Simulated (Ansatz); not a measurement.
Runs of Ansatz 0.2.0 on BN. The cell holds a slab with vacuum, 8 atoms: a = 2.504 Å, b = 2.504 Å, c = 24.992 Å, α = 90.00°, β = 90.00°, γ = 120.00°. 

```tsv
potentials or basis	cutoff (eV)	gap on the mesh (eV)	largest force (eV/Å)	work function (eV)
Ansatz NC	1240	4.34	0.07	3.65
Ansatz PAW earlier set	870	4.34	0.07	3.65
Ansatz PAW earlier set	900	4.34	0.07	3.65
JTH PAW	1320	4.33	0.07	3.66
SPMS NC	1034	4.37	0.07	3.65
PseudoDojo stringent (PBE files)	1143	4.37	0.07	(a)
```

Alike in all rows: task single point; level PBE; no spin polarisation; cell the (0 0 1) slab of BN, cut from the database cell, not relaxed; k mesh 12 × 12 × 1; smearing fermi-dirac 0.05 eV.

Task: Fill in the values left out.

Result: (a) 3.64.

A k mesh can miss the band edges.

Not every run made on this cell is shown here.
